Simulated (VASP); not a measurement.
Crystal: Al2O3.

```xyz
10
Lattice="2.7482 0.0000 4.3310 -1.3741 2.3800 4.3310 -1.3741 -2.3800 4.3310" Properties=species:S:1:pos:R:3 pbc="T T T"
Al    0.0000    0.0000    4.5761
Al    0.0000    0.0000    1.9204
Al    0.0000    0.0000    8.4169
Al    0.0000    0.0000   11.0726
O     1.2627   -0.7290    3.2483
O    -1.2627   -0.7290    3.2483
O     0.0000    1.4580    3.2483
O    -1.2627    0.7290    9.7447
O     1.2627    0.7290    9.7448
O     0.0000   -1.4580    9.7448
```

The cell was built by a generator and needn't be a form met in nature.

* Program: VASP 6.6.1
* Task: relaxation of cell and atoms
* Functional: PBE
* Potentials or basis: VASP PAW PBE potentials, release 64 (Al, O)
* Cutoff: 600 eV
* k mesh: 4 × 4 × 4
* Occupations: fermi-dirac, width 0.05 eV
* Spin: no spin polarisation

At the start: pressure 7.0 GPa; volume 8.50 Å³/atom.

Q: How do energy, volume and symmetry change on relaxing?

A: Over 5 steps the energy falls by 5.2 meV/atom and the volume is 8.74 Å³/atom (+2.8 %); space group R-3c (No. 167, to 0.05 Å).

The path:
```csv
step,energy change (eV),largest force (eV/Å),pressure (GPa),volume (Å³)
1,0.0000,0.0285,6.98,84.98
2,-0.0139,0.0531,-5.44,89.62
3,-0.0521,0.0226,-0.01,87.43
4,-0.0521,0.0219,0.12,87.39
5,-0.0522,0.0003,0.11,87.40
```

Final structure:
```cif
data_structure
_symmetry_space_group_name_H-M 'P 1'
_symmetry_Int_Tables_number 1
_cell_length_a 5.1769
_cell_length_b 5.1769
_cell_length_c 5.1769
_cell_angle_alpha 55.304
_cell_angle_beta 55.304
_cell_angle_gamma 55.304
_cell_volume 87.40
loop_
_atom_site_label
_atom_site_type_symbol
_atom_site_fract_x
_atom_site_fract_y
_atom_site_fract_z
_atom_site_occupancy
Al1 Al 0.35216 0.35216 0.35216 1
Al2 Al 0.14784 0.14784 0.14784 1
Al3 Al 0.64784 0.64784 0.64784 1
Al4 Al 0.85216 0.85216 0.85216 1
O1 O 0.55617 0.94383 0.25000 1
O2 O 0.94383 0.25000 0.55617 1
O3 O 0.25000 0.55617 0.94383 1
O4 O 0.44383 0.05617 0.75000 1
O5 O 0.05617 0.75000 0.44383 1
O6 O 0.75000 0.44383 0.05617 1
```
